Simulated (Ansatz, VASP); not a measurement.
# One calculation of SiO2, two programs

```xyz
6
Lattice="4.1855 0.0000 0.0000 0.0000 4.1855 0.0000 0.0000 0.0000 2.6672" Properties=species:S:1:pos:R:3 pbc="T T T"
Si    2.0927    2.0927    1.3336
Si    0.0000    0.0000    0.0000
O     2.9044    2.9044    0.0000
O     0.8116    3.3738    1.3336
O     1.2811    1.2811    0.0000
O     3.3738    0.8116    1.3336
```

Alike in both runs: functional r2SCAN; k mesh 6 × 6 × 8; occupations gaussian, width 0.1 eV; no spin polarisation.

Ansatz relaxed the structure, and its values are those at the end. VASP's run is a single point on that final structure, the one shown.

```csv
,VASP,Ansatz
version,VASP 6.6.1,Ansatz 0.2.0
potentials or method,"VASP PAW PBE potentials, release 64 (Si, O)","scalar-relativistic, plane waves, PAW"
plane-wave cutoff (eV),520,500
valence electrons in the cell,32,32
```

Ansatz gave:

| Property | Result |
| --- | --- |
| gap on the k mesh at the Fermi level (eV) | 6.52 |
| least direct gap on the mesh (eV) | 6.52 |
| pressure (GPa) | 0.2 |
| rms of the force components (eV/Å) | 0.002 |

**Question.** Estimate VASP's values.

**Answer.** gap on the k mesh at the Fermi level (eV): 6.52; least direct gap on the mesh (eV): 6.52; pressure (GPa): 0.6; rms of the force components (eV/Å): 0.008.

With one functional, cell and mesh, what is left measures potentials, basis and numerics.

Caveats: the PAW data sets were made with another functional, which shifts forces and pressure a little (VASP). A k mesh can miss the band edges. r2SCAN opens gaps a little over a GGA but as a rule still falls short of measured ones.
